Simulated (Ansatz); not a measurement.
The system is GaP.

```xyz
2
Lattice="0.0000 2.7252 2.7252 2.7252 0.0000 2.7252 2.7252 2.7252 0.0000" Properties=species:S:1:pos:R:3 pbc="T T T"
Ga    0.0000    0.0000    0.0000
P     4.0879    4.0879    4.0879
```

```yaml
Program: Ansatz 0.2.0
Task: relaxation of cell and atoms
Functional: RPBE
Potentials_or_basis: all-electron LAPW, scalar-relativistic
Basis_error_allowed: 0.001 eV/atom
k_mesh: 8 × 8 × 8
Occupations: fermi-dirac, width 0.05 eV
Spin: no spin polarisation
```

At the start: volume 20.24 Å³/atom.

How do energy, volume and symmetry change on relaxing?

Over 5 steps the energy falls by 16.0 meV/atom and the volume is 21.42 Å³/atom (+5.8 %); space group F-43m (No. 216, to 0.05 Å).

Step by step:
```tsv
step	energy change (eV)	largest force (eV/Å)	volume (Å³)
1	0.0000	0.0000	40.48
2	-0.0286	0.0000	42.05
3	-0.0320	0.0000	42.76
4	-0.0320	0.0000	42.84
5	-0.0320	0.0000	42.84
```

Final structure:
```cif
data_structure
_symmetry_space_group_name_H-M 'P 1'
_symmetry_Int_Tables_number 1
_cell_length_a 3.9275
_cell_length_b 3.9275
_cell_length_c 3.9275
_cell_angle_alpha 60.000
_cell_angle_beta 60.000
_cell_angle_gamma 60.000
_cell_volume 42.84
loop_
_atom_site_label
_atom_site_type_symbol
_atom_site_fract_x
_atom_site_fract_y
_atom_site_fract_z
_atom_site_occupancy
Ga1 Ga 0.00000 0.00000 0.00000 1
P1 P 0.75000 0.75000 0.75000 1
```
